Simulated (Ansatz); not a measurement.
## ZrSiO4: reading a single point

```
Zr Si O
1.0
    -3.33554    3.33554    3.01956
     3.33554   -3.33554    3.01956
     3.33554    3.33554   -3.01956
Zr Si O
2 2 8
Direct
  0.87500 0.12500 0.75000
  0.12500 0.87500 0.25000
  0.37500 0.62500 0.75000
  0.62500 0.37500 0.25000
  0.26119 0.19533 0.06586
  0.19533 0.62947 0.93414
  0.62947 0.19533 0.43414
  0.19533 0.26119 0.56586
  0.73881 0.80467 0.93414
  0.80467 0.73881 0.43414
  0.37053 0.80467 0.56586
  0.80467 0.37053 0.06586
```

Method: PBE, no spin polarisation; PAW, plane waves to 420 eV, 6×6×6 Γ-centred mesh, fermi-dirac occupations (width 0.1 eV) (Ansatz 0.2.0), atoms fixed.

(1) How is the charge shared?

(2) Which orbitals make up the band edges?

(3) Are the atoms at rest?

(4) Is it stable against the elements?

(5) Metal or insulator? Give the gap.

(6) Is the cell too large or too small?

Origin: a database entry at a rescaled volume.

Results:

(1) Bader charges in e: Zr +2.68, Si +3.24, O -1.48. In the mean Si gives up most and O takes most.

(2) Within 0.7 eV of the edges, the states project mainly on O p (96 %) below the gap and on Zr d (81 %) above it.

(3) Nearly at rest: the largest force is 0.039 eV/Å.

(4) -3.12 eV an atom against the elements' usual phases (free molecules for gases, crystals otherwise, with no correction for O₂ or N₂), so it is bound against them; other compounds may still compete. Relaxing would lower it.

(5) The gap is 4.59 eV, indirect (the least direct gap found is 4.80 eV). A semilocal functional usually gives too small a gap.

(6) The pressure is -0.3 GPa (compression positive), so with the atoms held at these fractions the cell is close to zero pressure.
